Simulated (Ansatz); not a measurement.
BeO:
```yaml
crystal:
  lattice:
    - [2.69043, 0.00000, 0.00000]
    - [-1.34522, 2.32998, 0.00000]
    - [0.00000, 0.00000, 4.36993]
  atoms:
    - { symbol: Be, position: [0.66667, 0.33333, 0.00013] }
    - { symbol: Be, position: [0.33333, 0.66667, 0.50013] }
    - { symbol: O, position: [0.66667, 0.33333, 0.37787] }
    - { symbol: O, position: [0.33333, 0.66667, 0.87787] }
```

Cartesian axes are those of the cell as given.

Give the high-frequency dielectric tensor and the Born effective charge tensors of the independent atoms from DFPT, r²SCAN (plane waves, PAW; program Ansatz).


ε∞:
```
2.93  0.00  0.00
0.00  2.93  0.00
0.00  0.00  2.98
```
Z* of atom 1 (Be), rows: field, columns: displacement, in e:
```
1.81  0.00  0.00
0.00  1.81  0.00
0.00  0.00  1.87
```
Z* of atom 3 (O), rows: field, columns: displacement, in e:
```
-1.81   0.00   0.00
 0.00  -1.81   0.00
 0.00   0.00  -1.87
```

Static charges for comparison (Bader): Be1 +1.76, O3 -1.76 e. Born charges measure polarisation by displacement and can exceed these by far.

Space group P6_3mc (wurtzite). Symmetry was held in the r²SCAN relaxation.

Potentials: the later of the program's two PAW sets.
